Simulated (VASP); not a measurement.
Input of a VASP 6.6.1 run:

The input INCAR:

```
  PREC = Accurate
  ENCUT = 600
  EDIFF = 1E-6
  ISMEAR = 0
  SIGMA = 0.02
  LREAL = F
  LASPH = T
  NELM = 100
  ALGO = Normal
  ISIF = 3
  LWAVE = F
  LCHARG = F
  METAGGA = R2SCAN
  LMIXTAU = T
  IBRION = 2
  NSW = 60
  EDIFFG = -0.005
```

KPOINTS

```
regular mesh
0
Gamma
  8 8 8
```

The input POSCAR:

```
HfO2
1.0
    0.0000000000      2.5575000000      2.5575000000
    2.5575000000      0.0000000000      2.5575000000
    2.5575000000      2.5575000000      0.0000000000
Hf O
1 2
Direct
    0.0000000000      0.0000000000      0.0000000000
    0.7500000000      0.7500000000      0.7500000000
    0.2500000000      0.2500000000      0.2500000000
```

Potentials or basis: VASP PAW PBE potentials, release 64 (Hf_pv, O).

Run with:

```console
$ cat potpaw_PBE.64/Hf_pv/POTCAR potpaw_PBE.64/O/POTCAR > POTCAR
$ mpirun -np 1 vasp_std > vasp.out
```

(1) Predict the relaxed volume.

(2) What does it give for the band gap on the k mesh?

(3) Estimate the space group after relaxing (to 0.05 Å).

## Answers

(1) 10.62 Å³/atom.

(2) 4.36 eV, direct.

(3) Fm-3m (No. 225).

Caveat: the PAW data sets were made with another functional, which shifts forces and pressure a little; spin-orbit coupling is left out, which moves the levels of the heavy elements.
